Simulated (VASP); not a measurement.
# Li3HS (Pm-3m) in VASP: a series of runs, part 2 of 2

VASP 6.6.1. The steps go on from the part before.

## Step 3: Relaxation of cell and atoms, PBE

This run uses another cell than the first one, of 10.92 Å³/atom, 0.955 times its volume.

Input file INCAR:

```
PREC     = Accurate       # precision mode
ENCUT    = 600            # plane-wave cutoff, eV
EDIFF    = 1E-7           # SCF threshold, eV
ISMEAR   = 0              # smearing method
SIGMA    = 0.03           # smearing width, eV
LREAL    = False          # projectors in reciprocal space
LASPH    = True           # aspherical terms in the spheres
NELM     = 80             # most SCF steps
ALGO     = Normal         # electronic algorithm
ISIF     = 3              # what is computed and relaxed
LWAVE    = False          # write WAVECAR
LCHARG   = False          # write CHGCAR
GGA      = PE             # functional
IBRION   = 2              # ionic algorithm
NSW      = 90             # ionic steps
EDIFFG   = -0.005         # ionic threshold
```

Input file KPOINTS:

```
Automatic mesh
0
Gamma
  8 8 8
```

Input file POSCAR:

```
Li3HS                                   
1.0
    3.7935899392      0.0000000000     -0.0000000000
    0.0000000000      3.7935899392      0.0000000000
   -0.0000000000      0.0000000000      3.7935899392
  S               H               Li            
     1     1     3
Direct
     0.5000000000000000    0.5000000000000000    0.5000000000000000
     0.0000000000000000    0.0000000000000000    0.0000000000000000
     0.5000000000000000    0.0000000000000000    0.0000000000000000
     0.0000000000000000    0.5000000000000000    0.0000000000000000
     0.0000000000000000    0.0000000000000000    0.5000000000000000
```

Potentials or basis: VASP PAW PBE potentials, release 64 (S, H, Li_sv).

Launch:

```
$ cat potpaw_PBE.64/S/POTCAR potpaw_PBE.64/H/POTCAR potpaw_PBE.64/Li_sv/POTCAR > POTCAR
$ mpirun -np 1 vasp_std > vasp.out
```

Wall time 58 s (1 thread of Intel Xeon Platinum 8375C at 2.90GHz (Ice Lake), shared host); peak memory 0.17 GiB.

It converged, with:

| Quantity | Value |
| --- | --- |
| Free energy | -17.8568 eV |
| Relaxed volume | 10.93 Å³/atom |
| Relaxed cell | a = 3.795 Å, b = 3.795 Å, c = 3.795 Å, α = 90.00°, β = 90.00°, γ = 90.00° |
| Space group after relaxing (to 0.05 Å) | Pm-3m (No. 221) |
| Energy gained by relaxing | 0.0 meV/atom |
| Ionic steps | 2 |
| Pressure after relaxing | 0.0 GPa |
| Band gap on the k mesh | 4.17 eV, indirect (least direct gap 4.58 eV) |

Final structure:
```
S H Li
1.0
     3.79464    0.00000    0.00000
     0.00000    3.79464    0.00000
     0.00000    0.00000    3.79464
S H Li
1 1 3
Cartesian
  1.8973 1.8973 1.8973
  0.0000 0.0000 0.0000
  1.8973 0.0000 0.0000
  0.0000 1.8973 0.0000
  0.0000 0.0000 1.8973
```

Levels at points of the mesh, in eV from the valence-band top:
| k point | band 6 | band 7 | band 8 | band 9 | band 10 | band 11 |
| --- | --- | --- | --- | --- | --- | --- |
| (0.00, 0.00, 0.00) | -1.13 | -1.13 | -1.13 | 6.44 | 6.44 | 7.31 |
| (0.50, 0.00, 0.00) | -0.47 | -0.47 | -0.41 | 4.17 | 4.99 | 4.99 |
| (0.50, 0.50, 0.00) | -2.82 | -2.82 | 0.00 | 4.92 | 7.30 | 7.30 |
| (0.50, 0.50, 0.50) | -2.65 | -2.65 | -2.65 | 4.95 | 4.95 | 4.95 |

Caveat: the cutoff is under 1.25 times the usual one of these potentials, so pressure, stress and relaxed cells hold a basis-set (Pulay) error.

## Step 4: Relaxation of cell and atoms, PBEsol

Input file INCAR:

```
  PREC = Accurate
  ENCUT = 600
  EDIFF = 1E-6
  ISMEAR = 0
  SIGMA = 0.03
  LREAL = F
  LASPH = T
  NELM = 80
  ALGO = Normal
  ISIF = 3
  LWAVE = F
  LCHARG = F
  GGA = PS
  IBRION = 2
  NSW = 90
  EDIFFG = -0.01
```

Input file KPOINTS:

```
regular mesh
0
Gamma
  8 8 8
```

Input file POSCAR:

```
Li3HS
1.0
    3.8518900000      0.0000000000      0.0000000000
    0.0000000000      3.8518900000      0.0000000000
    0.0000000000      0.0000000000      3.8518900000
S H Li
1 1 3
Direct
    0.5000000000      0.5000000000      0.5000000000
    0.0000000000      0.0000000000      0.0000000000
    0.5000000000      0.0000000000      0.0000000000
    0.0000000000      0.5000000000      0.0000000000
    0.0000000000      0.0000000000      0.5000000000
```

Launch:

```
$ cat potpaw_PBE.64/S/POTCAR potpaw_PBE.64/H/POTCAR potpaw_PBE.64/Li_sv/POTCAR > POTCAR
$ mpirun -np 1 vasp_std > vasp.out
```

It took 45 s on 1 thread of AMD EPYC 7R13 (Zen 3), shared host; peak memory 0.16 GiB.

It converged, with:

| Quantity | Value |
| --- | --- |
| Free energy | -18.3146 eV |
| Relaxed volume | 10.67 Å³/atom |
| Relaxed cell | a = 3.764 Å, b = 3.764 Å, c = 3.764 Å, α = 90.00°, β = 90.00°, γ = 90.00° |
| Space group after relaxing (to 0.05 Å) | Pm-3m (No. 221) |
| Energy gained by relaxing | 7.4 meV/atom |
| Ionic steps | 3 |
| Pressure after relaxing | -0.1 GPa |
| Band gap on the k mesh | 4.18 eV, indirect (least direct gap 4.54 eV) |

Step by step:
| step | energy change (eV) | largest force (eV/Å) | pressure (GPa) | volume (Å³) |
| --- | --- | --- | --- | --- |
| 1 | 0.0000 | 0.0000 | -2.88 | 57.15 |
| 2 | -0.0245 | 0.0000 | -1.76 | 55.47 |
| 3 | -0.0372 | 0.0000 | -0.10 | 53.34 |

Final structure:
```
CELL_PARAMETERS angstrom
3.76442 0.00000 0.00000
0.00000 3.76442 0.00000
0.00000 0.00000 3.76442
ATOMIC_POSITIONS crystal
S 0.50000 0.50000 0.50000
H 0.00000 0.00000 0.00000
Li 0.50000 0.00000 0.00000
Li 0.00000 0.50000 0.00000
Li 0.00000 0.00000 0.50000
```

Levels at points of the mesh, in eV from the valence-band top:
```csv
k point,band 4,band 5,band 6,band 7,band 8,band 9,band 10,band 11,band 12
"(0.00, 0.00, 0.00)",-11.45,-2.47,-1.19,-1.19,-1.19,6.36,6.36,7.34,7.34
"(0.50, 0.00, 0.00)",-11.12,-4.58,-0.50,-0.50,-0.36,4.18,4.90,4.90,5.68
"(0.50, 0.50, 0.00)",-10.77,-3.42,-2.94,-2.94,0.00,4.86,7.25,7.25,7.69
"(0.50, 0.50, 0.50)",-10.35,-3.44,-2.78,-2.78,-2.78,4.91,4.91,4.91,10.66
```

Caveat: the cutoff is under 1.25 times the usual one of these potentials, so pressure, stress and relaxed cells hold a basis-set (Pulay) error; the PAW data sets were made with another functional, which shifts forces and pressure a little. A k mesh can miss the band edges.

## Step 5: Relaxation of cell and atoms, PBEsol

This run uses another cell than the first one, of 10.67 Å³/atom, 0.933 times its volume.

Changes to INCAR since step 4:

```diff
@@ -2,3 +2,3 @@
   ENCUT = 600
-  EDIFF = 1E-6
+  EDIFF = 1E-7
   ISMEAR = 0
@@ -15,2 +15,2 @@
   NSW = 90
-  EDIFFG = -0.01
+  EDIFFG = -0.005
```

KPOINTS is that of step 4.

Input file POSCAR:

```
Li3HS                                   
1.0
    3.7644174647      0.0000000000      0.0000000000
    0.0000000000      3.7644174647      0.0000000000
    0.0000000000      0.0000000000      3.7644174647
  S               H               Li            
     1     1     3
Direct
     0.5000000000000000    0.5000000000000000    0.5000000000000000
     0.0000000000000000    0.0000000000000000    0.0000000000000000
     0.5000000000000000    0.0000000000000000    0.0000000000000000
     0.0000000000000000    0.5000000000000000    0.0000000000000000
     0.0000000000000000    0.0000000000000000    0.5000000000000000
```

Launch:

```
$ cat potpaw_PBE.64/S/POTCAR potpaw_PBE.64/H/POTCAR potpaw_PBE.64/Li_sv/POTCAR > POTCAR
$ mpirun -np 1 vasp_std > vasp.out
```

Run time: 21 s. Hardware: 1 thread of AMD EPYC 7R13 (Zen 3), shared host; peak memory 0.14 GiB.

It converged, with:

| Quantity | Value |
| --- | --- |
| Free energy | -18.3097 eV |
| Pressure after relaxing | -0.1 GPa |
| Band gap on the k mesh | 4.18 eV, indirect (least direct gap 4.54 eV) |

Final structure:
```yaml
crystal:
  lattice:
    - [3.76442, 0.00000, 0.00000]
    - [0.00000, 3.76442, 0.00000]
    - [0.00000, 0.00000, 3.76442]
  atoms:
    - { symbol: S, position: [0.50000, 0.50000, 0.50000] }
    - { symbol: H, position: [0.00000, 0.00000, 0.00000] }
    - { symbol: Li, position: [0.50000, 0.00000, 0.00000] }
    - { symbol: Li, position: [0.00000, 0.50000, 0.00000] }
    - { symbol: Li, position: [0.00000, 0.00000, 0.50000] }
```

Levels at points of the mesh, in eV from the valence-band top:
```tsv
k point	band 4	band 5	band 6	band 7	band 8	band 9	band 10	band 11	band 12
(0.00, 0.00, 0.00)	-11.45	-2.47	-1.19	-1.19	-1.19	6.36	6.36	7.34	7.34
(0.50, 0.00, 0.00)	-11.12	-4.58	-0.50	-0.50	-0.36	4.18	4.90	4.90	5.68
(0.50, 0.50, 0.00)	-10.77	-3.42	-2.94	-2.94	0.00	4.86	7.25	7.25	7.69
(0.50, 0.50, 0.50)	-10.35	-3.44	-2.78	-2.78	-2.78	4.92	4.92	4.92	10.66
```

Caveat: the cutoff is under 1.25 times the usual one of these potentials, so pressure, stress and relaxed cells hold a basis-set (Pulay) error; the relaxation stopped at its first step, so nothing moved; the PAW data sets were made with another functional, which shifts forces and pressure a little. A k mesh can miss the band edges.

## Step 6: Relaxation of cell and atoms, LDA

Input file INCAR:

```
PREC     = Accurate       # precision mode
ENCUT    = 600            # plane-wave cutoff, eV
EDIFF    = 1E-6           # SCF threshold, eV
ISMEAR   = 0              # smearing method
SIGMA    = 0.03           # smearing width, eV
LREAL    = F              # projectors in reciprocal space
LASPH    = T              # aspherical terms in the spheres
NELM     = 80             # most SCF steps
ALGO     = Normal         # electronic algorithm
ISIF     = 3              # what is computed and relaxed
LWAVE    = F              # write WAVECAR
LCHARG   = F              # write CHGCAR
GGA      = CA             # functional
IBRION   = 2              # ionic algorithm
NSW      = 90             # ionic steps
EDIFFG   = -0.01          # ionic threshold
```

Input file KPOINTS:

```
Automatic mesh
0
Gamma
  8 8 8
```

Input file POSCAR:

```
Li3HS
1.0
    3.8518900000      0.0000000000      0.0000000000
    0.0000000000      3.8518900000      0.0000000000
    0.0000000000      0.0000000000      3.8518900000
S H Li
1 1 3
Direct
    0.5000000000      0.5000000000      0.5000000000
    0.0000000000      0.0000000000      0.0000000000
    0.5000000000      0.0000000000      0.0000000000
    0.0000000000      0.5000000000      0.0000000000
    0.0000000000      0.0000000000      0.5000000000
```

Potentials or basis: VASP PAW LDA potentials, release 64 (S, H, Li_sv).

Launch:

```
$ cat potpaw_LDA.64/S/POTCAR potpaw_LDA.64/H/POTCAR potpaw_LDA.64/Li_sv/POTCAR > POTCAR
$ mpirun -np 1 vasp_std > vasp.out
```

Run time: 39 s. Hardware: 1 thread of AMD EPYC 7R13 (Zen 3), shared host; peak memory 0.14 GiB.

The run converged. Its results:

```
Free energy                            : -19.3449 eV
Relaxed volume                         : 10.12 Å³/atom
Relaxed cell                           : a = 3.699 Å, b = 3.699 Å, c = 3.699 Å, α = 90.00°, β = 90.00°, γ = 90.00°
Space group after relaxing (to 0.05 Å) : Pm-3m (No. 221)
Energy gained by relaxing              : 22.0 meV/atom
Ionic steps                            : 4
Pressure after relaxing                : 0.1 GPa
Band gap on the k mesh                 : 4.38 eV, indirect (least direct gap 4.73 eV)
```

The path:
```tsv
step	energy change (eV)	largest force (eV/Å)	pressure (GPa)	volume (Å³)
1	0.0000	0.0000	-4.90	57.15
2	-0.0718	0.0000	-3.12	54.31
3	-0.1093	0.0000	-0.41	51.04
4	-0.1099	0.0000	0.06	50.59
```

Final structure:
```cif
data_structure
_symmetry_space_group_name_H-M 'P 1'
_symmetry_Int_Tables_number 1
_cell_length_a 3.6985
_cell_length_b 3.6985
_cell_length_c 3.6985
_cell_angle_alpha 90.000
_cell_angle_beta 90.000
_cell_angle_gamma 90.000
_cell_volume 50.59
loop_
_atom_site_label
_atom_site_type_symbol
_atom_site_fract_x
_atom_site_fract_y
_atom_site_fract_z
_atom_site_occupancy
S1 S 0.50000 0.50000 0.50000 1
H1 H 0.00000 0.00000 0.00000 1
Li1 Li 0.50000 0.00000 0.00000 1
Li2 Li 0.00000 0.50000 0.00000 1
Li3 Li 0.00000 0.00000 0.50000 1
```

Levels at points of the mesh, in eV from the valence-band top:
```csv
k point,band 5,band 6,band 7,band 8,band 9,band 10,band 11,band 12
"(0.00, 0.00, 0.00)",-2.41,-1.31,-1.31,-1.31,6.39,6.39,7.43,7.43
"(0.50, 0.00, 0.00)",-4.75,-0.55,-0.55,-0.35,4.38,4.80,4.80,5.59
"(0.50, 0.50, 0.00)",-3.55,-3.13,-3.13,0.00,4.86,7.20,7.20,7.71
"(0.50, 0.50, 0.50)",-3.61,-2.99,-2.99,-2.99,4.99,4.99,4.99,10.97
```

Caveat: the cutoff is under 1.25 times the usual one of these potentials, so pressure, stress and relaxed cells hold a basis-set (Pulay) error. A k mesh can miss the band edges.

## Step 7: Summary

```tsv
level	potentials or basis	gap on the mesh (eV)	pressure (GPa)	relaxed volume (Å³/atom)
PBE	VASP PAW PBE potentials, release 64 (S, H, Li_sv)	4.17	0.0	10.93
PBEsol	VASP PAW PBE potentials, release 64 (S, H, Li_sv)	4.18	-0.1	-
LDA	VASP PAW LDA potentials, release 64 (S, H, Li_sv)	4.38	0.1	10.12
```

Alike in all rows: task relaxation of cell and atoms; no spin polarisation; cell relaxed; k mesh 8 × 8 × 8; cutoff (eV) 600; smearing gaussian 0.03 eV.

Caveats: the cutoff is under 1.25 times the usual one of these potentials, so pressure, stress and relaxed cells hold a basis-set (Pulay) error; the relaxation stopped at its first step, so nothing moved (some runs); the PAW data sets were made with another functional, which shifts forces and pressure a little (some runs).

Absolute energies hang on the potentials; compare differences alone.
